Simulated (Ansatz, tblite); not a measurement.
## A script for BeS (GFN1-xTB)

These are simulated results from tblite 0.8.0, not measurements. The cell was built from a prototype and was relaxed with r2SCAN in plane waves (Ansatz 0.2.0). Not every such cell is a known phase. All runs are without spin polarisation.

It is cubic, Fm-3m (No. 225); conventional cell a = 4.635 Å, 12.44 Å³ an atom. Be has 6 S at 2.32 Å; S has 6 Be at 2.32 Å.

tblite solves periodic systems at the zone centre alone, so the script builds a cluster of 2×2×2 conventional cells (64 atoms), which folds in a coarse mesh of k points.

Input script:

```python
import json
from ase import Atoms
from ase.build import make_supercell
from ase.units import Bohr, GPa, Hartree
from tblite.interface import Calculator

atoms = Atoms(['Be', 'S'],
              cell=[[0.0, 2.31729719, 2.31729719], [2.31729719, 0.0, 2.31729719], [2.31729719, 2.31729719, 0.0]],
              scaled_positions=[[0.0, 0.0, 0.0], [0.5, 0.5, 0.5]],
              pbc=True)
cluster = make_supercell(atoms, [[-2, 2, 2], [2, -2, 2], [2, 2, -2]])
calc = Calculator('GFN1-xTB', cluster.numbers, cluster.positions / Bohr, lattice=cluster.cell[:] / Bohr, periodic=cluster.pbc)
calc.set('temperature', 0.02 / Hartree)
calc.set('max-iter', 150)
res = calc.singlepoint()
levels = res.get('orbital-energies') * Hartree
nv = round(res.get('orbital-occupations').sum() / 2)
cells = len(cluster) // len(atoms)
out = {'energy_per_cell': res.get('energy') * Hartree / cells, 'homo': levels[nv - 1], 'lumo': levels[nv],
       'stress': (-res.get('virial') * Hartree / cluster.get_volume() / GPa).tolist(), 'charges': res.get('charges')[:len(atoms)].tolist(), 'electrons': 2 * nv / cells}
json.dump(out, open('results.json', 'w'))
for key, value in out.items():
    print(key, value)
```

Command: `python run.py`. It took 3.9 s on 1 thread of Arm Neoverse V1, on a shared host, peak memory 0.12 GiB.

What it printed:

```
------------------------------------------------------------
  cycle        total energy    energy error   density error
------------------------------------------------------------
      1     -142.0761311702  -1.4177811E+02   9.3997377E-01
      2     -145.2003310281  -3.1241999E+00   5.1604762E-01
      3     -145.2371414262  -3.6810398E-02   2.4950993E-01
      4     -145.2457897574  -8.6483312E-03   4.2682931E-03
      5     -145.2460339872  -2.4422980E-04   3.4113397E-04
      6     -145.2460338048   1.8238200E-07   1.9720255E-04
      7     -145.2460344111  -6.0632334E-07   3.2237410E-06
------------------------------------------------------------

 total:                                   3.350 sec
energy_per_cell -123.51080971468413
homo -12.852788458601678
lumo -11.415256896392094
stress [[4.525589838913209, 1.345652602241089e-14, -1.0927929515305748e-14], [1.3949285505693391e-14, 4.525589838913045, 1.6249664555322043e-14], [-1.1007702086291744e-14, 1.5939622573609344e-14, 4.525589838913047]]
charges [0.32252137485422927, -0.32251712181424436]
electrons 8.0
```

The cycle table is in hartree for the whole cluster, and the lines after it are in eV (the energy for one cell). The printed stress is in GPa and positive in compression, and the pressure is its mean diagonal.

GFN1-xTB gives a gap of 1.44 eV. On the same cell, plane-wave PBE (Ansatz, 10×10×10 k points and the special points) gives a gap of 0.96 eV and r2SCAN a gap of 1.33 eV; on shared hosts these took about 1.1 and 2.2 core-seconds on the 2-atom cell, against 3.9 for the script. Semilocal gaps usually lie below measured ones. xTB was fitted to molecules, so gaps, charges and pressures of solids can be far off, and the gap also depends on the size of the cluster.

The same script was run on cells scaled at fixed shape and fractional coordinates:

```
volume (Å³/atom)  energy (meV/atom)  pressure (GPa, positive in compression)  gap (eV)
           10.95              134.4                                    26.43      2.30
           11.70               41.9                                    13.91      1.82
           12.44                0.0                                     4.53      1.44
           13.19               -3.7                                    -2.58      1.12
           13.94               21.5                                    -8.00      0.86
```

A Birch-Murnaghan fit puts the minimum at 12.89 Å³/atom, 3.6 % above the given cell, with a bulk modulus of 119 GPa at fixed shape.

xTB was fitted mostly to molecules, and a small cluster samples few k points, so gaps, pressures and kinks along a curve can be far from a solid's.
